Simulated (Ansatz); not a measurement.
Crystal: SrO.

```
Sr O
1.0
     0.00000    2.56630    2.56630
     2.56630    0.00000    2.56630
     2.56630    2.56630    0.00000
Sr O
1 1
Direct
  0.50000 0.50000 0.50000
  0.00000 0.00000 0.00000
```

* Program: Ansatz 0.2.0
* Task: relaxation of cell and atoms
* Functional: revPBE
* Dispersion: D4
* Potentials or basis: all-electron LAPW, scalar-relativistic
* Basis error allowed: 0.001 eV/atom
* k mesh: 9 × 9 × 9
* Occupations: fermi-dirac, width 0.05 eV
* Spin: no spin polarisation

At the start: volume 16.90 Å³/atom.

Task: How do energy, volume and symmetry change on relaxing?

Result: Over 5 steps the energy falls by 3.9 meV/atom and the volume is 17.40 Å³/atom (+3.0 %); space group Fm-3m (No. 225, to 0.05 Å).

Step by step:
| step | energy change (eV) | largest force (eV/Å) | volume (Å³) |
| --- | --- | --- | --- |
| 1 | 0.0000 | 0.0000 | 33.80 |
| 2 | -0.0029 | 0.0000 | 35.64 |
| 3 | -0.0078 | 0.0000 | 34.84 |
| 4 | -0.0078 | 0.0000 | 34.80 |
| 5 | -0.0078 | 0.0000 | 34.80 |

Final structure:
```xyz
2
Lattice="0.0000 2.5913 2.5913 2.5913 0.0000 2.5913 2.5913 2.5913 0.0000" Properties=species:S:1:pos:R:3 pbc="T T T"
Sr    2.5913    2.5913    2.5913
O     0.0000    0.0000    0.0000
```
